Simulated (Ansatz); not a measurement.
# MgS (F-43m) in Ansatz: single point with PBEsol

Aim: the single point of MgS with PBEsol.

Program: Ansatz 0.2.0. These are calculated values, not measurements. Logs are shortened: lines on timing, memory, paths and dates and some standing lists are left out, and cuts for length are marked.

## (1) Starting point

Symmetry: F-43m, No. 216, cubic system. The conventional cell has a = 5.666 Å, b = 5.666 Å, c = 5.666 Å, α = 90.00°, β = 90.00°, γ = 90.00°. Around S (site symmetry -43m) lie 4 Mg at 2.45 Å. Mg (site symmetry -43m) has 4 S at 2.45 Å as nearest neighbours.

The cell comes from a database or a generator and needn't be the stable form of this composition.

## (2) Single point, PBEsol

The input, input.yaml:

```yaml
crystal:
  lattice:
    - [0.0, 2.8331200468, 2.8331200468]
    - [2.8331200468, 0.0, 2.8331200468]
    - [2.8331200468, 2.8331200468, 0.0]
  atoms:
    - { symbol: S, position: [0.25, 0.25, 0.25] }
    - { symbol: Mg, position: [0.0, 0.0, 0.0] }
kpoints:
  mp_grid: { grid: [5, 5, 5] }
scf:
  occupations: { method: fermi_dirac, width: 0.03 }
hamiltonian:
  xc: pbesol
  pseudopotentials: { kind: all_electron, lapw: { basis_error: 0.001 } }
output:
  forces: true
  stress: true
  eigenvalues: true
```

Potentials or basis: all-electron LAPW, scalar-relativistic.

Run with:

```console
ansatz run input.yaml --threads 1 --pin off --max-ram 3072MiB --backend cpu --events-out ev --progress --plain --runs-dir out
```

Standard output:

```text
Warning: RAYON_NUM_THREADS=1 ignored (pool sized by the plan → 1); use --threads N
LAPW: plane waves up to 7.393 Å⁻¹, error target 1.0e-3 eV per atom; small_component_spin mean_spin; Mg in spheres of 1.257 Å, 10 of its electrons in bands, Dirac shells []; S in spheres of 1.197 Å, 14 of its electrons in bands, Dirac shells [] (how accurate: hamiltonian.pseudopotentials.lapw.basis_error, Limitations)
Engine: ansatz 0.2.0, aarch64-unknown-linux-gnu
Pseudopotentials: kind: all_electron
Pseudopotential: S, LAPW, valence charge 14, lapw/all_electron/scalar/gaussian/S, Koelling and Harmon's equation, gaussian nucleus
Pseudopotential: Mg, LAPW, valence charge 10, lapw/all_electron/scalar/gaussian/Mg, Koelling and Harmon's equation, gaussian nucleus
Functional definition: PBEsol
  exchange = pbesol_x
  correlation = pbesol_c
Crystal: 2 atoms, lattice volume = 45.480 Å³
Basis set: ecut = 208.2488045665762 eV, 331 PW (Γ), exchange–correlation at level 2
Bands: 16, of which v1, the nominal top of the filled ones, is band 12 counted from 1 (11 counted from 0)
Symmetry: 24 space group operations
Space group: F-43m (ITA 216), of the structure as read, at distance tolerance 3.6e-5 Å
k-points: 10 of 125 (time reversal used)
Non-local potential: S, projectors of the file, none
Non-local potential: Mg, projectors of the file, none
Initial density: superposition of atomic densities (chi_scale 0.1, normalization cell, long waves kept (reshape's long-wave potential 0.00 eV rms))
Initial wavefunctions: plane waves of lowest kinetic energy (no species holds an atomic orbital)
Functional: x = pbesol(κ = 0.804, μ = 0.12345679012345678), c = pbesol(β = 0.046)
iter 1 solved again at ethr=5.81e-3 eV; its pass at ethr=1.00e-1 eV (dr2=1.40e0 eV) is discarded
SCF iter   1: F=—  HF=-16288.462459 eV  |F-HF|=—  |Δ(HF+E_count)|=         —  Δρ=3.97e-2  dr2=1.39e0  ethr=5.81e-3  ⟨swp⟩=2.0  Hψ=1110  notcnv=0
preconditioner: auto → none  [insulator: Δε(μ)=4.013 eV  Ē_g=11.645 eV  σ=0.030 eV  W_gap=1.00  n_scr=14 (ndim 8)  ℏωp=15.6 eV  f_vac=0.004  D(μ)=0.00/eV (n_scr^D=0)  ε∞_Penn≈2.8]
iter 2 solved again at ethr=1.11e-4 eV; its pass at ethr=5.81e-3 eV (dr2=2.66e-2 eV) is discarded
SCF iter   2: F=—  HF=-16287.985477 eV  |F-HF|=—  |Δ(HF+E_count)|=   4.77e-1  Δρ=9.73e-3  dr2=2.66e-2  ethr=1.11e-4  ⟨swp⟩=2.0  Hψ=853  notcnv=0
SCF iter   3: F=—  HF=-16287.975304 eV  |F-HF|=—  |Δ(HF+E_count)|=         —  Δρ=5.19e-3  dr2=1.35e-2  ethr=1.11e-4  ⟨swp⟩=2.0  Hψ=480  notcnv=0
the basis was enlarged: its passes take 102.1 KiB over the memory plan, 1 of 1 planned eigensolver slots
SCF iter   4: F=—  HF=-16287.976577 eV  |F-HF|=—  |Δ(HF+E_count)|=   1.27e-3  Δρ=2.19e-3  dr2=2.45e-3  ethr=5.61e-5  ⟨swp⟩=2.0  Hψ=474  notcnv=0
SCF iter   5: F=—  HF=-16287.976697 eV  |F-HF|=—  |Δ(HF+E_count)|=   1.20e-4  Δρ=4.89e-4  dr2=1.32e-4  ethr=1.02e-5  ⟨swp⟩=2.0  Hψ=444  notcnv=0
SCF iter   6: F=—  HF=-16287.976718 eV  |F-HF|=—  |Δ(HF+E_count)|=   2.08e-5  Δρ=6.06e-5  dr2=2.32e-6  ethr=5.50e-7  ⟨swp⟩=2.0  Hψ=440  notcnv=0
SCF iter   7: F=-16287.976719 eV  HF=-16287.976719 eV  |F-HF|=7.98e-9  |Δ(HF+E_count)|=   1.09e-6  Δρ=3.85e-6  dr2=4.82e-9  ethr=9.68e-9  ⟨swp⟩=2.8  Hψ=449  notcnv=0
SCF 1 converged in 7 iterations: F = -16287.976719 eV  dr2 = 4.82e-9
SCF converged after 7 iterations
Free energy (F): -16287.976719 eV
Harris-Foulkes:  -16287.976719 eV  (|F-HF|=7.98e-9)
Internal energy: -16287.976719 eV  (E = F + TS)
E sigma→0 (E₀):  -16287.976719 eV
Fermi energy:    4.951535 eV
--- Per-component energies (eV) ---
  E_band       = -1631.671333
  E_kinetic    = 16338.411696
  E_xc         = -1116.971355
  E_electrostatic = -31509.417061  (all electrons and nuclei)
  E_smearing   = -0.000000  (= −TS)
  E_closure    = 0.000000  (closes the sum)
  E_atoms      = -16279.094668  (free atoms, spherical and without spin; not in F)
  Σ components = -16287.976719   (vs F -16287.976719, Δ=0.00e0)
  Basis errors (estimates in eV, not in F): energy 5.0e-4 per atom: plane waves 4.6e-4 (2.8e-4 summed), levels above the bands 2.7e-105, relativity 2.6e-9, radial functions 3.8e-5, core shells 3.2e-14; eigenvalues (radial functions only) 2.3e-6; not estimated: angular momenta, meshes, grids; target (lapw.basis_error) 1.0e-3; muffin-tin radii Mg 1.257 Å, S 1.197 Å
--- Forces (eV/Å), atoms counted from 1 ---
  atom   1  S     -0.00000000     0.00000000    -0.00000000
  atom   2  Mg     0.00000000    -0.00000000    -0.00000000
  max |Σ_I F_I| component: 3.47e-17 eV/Å
--- Stress (GPa, compression-positive) ---
       -0.438992       0.000000      -0.000000
        0.000000      -0.438992       0.000000
       -0.000000       0.000000      -0.438992
  P = ⅓ Tr σ = -0.4390 GPa (-4.390 kbar)
--- Band table (eV; the first three rows and the last of 10) ---
  k-point 0: bands = ["-199.4338", "-144.4787", "-144.4787", "-144.4787", "-70.1470", "-37.0962", "-37.0962", "-37.0962", "-7.9677", "3.2926", "3.2926", "3.2926", "6.5748", "11.1237", "11.1237", "11.1237"]
  k-point 1: bands = ["-199.4338", "-144.4787", "-144.4787", "-144.4787", "-70.1469", "-37.0971", "-37.0964", "-37.0964", "-7.7524", "1.8766", "3.1694", "3.1694", "7.8406", "10.8595", "11.3949", "11.3949"]
  k-point 2: bands = ["-199.4338", "-144.4787", "-144.4787", "-144.4787", "-70.1469", "-37.0985", "-37.0966", "-37.0966", "-7.3516", "0.3503", "2.9920", "2.9920", "8.2935", "10.9140", "10.9140", "11.5632"]
  k-point 9: bands = ["-199.4338", "-144.4787", "-144.4787", "-144.4787", "-70.1469", "-37.0983", "-37.0975", "-37.0970", "-7.1070", "0.8032", "1.6332", "2.2803", "8.6841", "10.5461", "10.8951", "12.9793"]
```

It took 2.6 s on 1 thread of Arm Neoverse V1, shared host; peak memory 0.21 GiB.

What came out:

```
Free energy            : -16287.9767 eV
Pressure               : -0.4 GPa
Band gap on the k mesh : 3.28 eV, direct
```
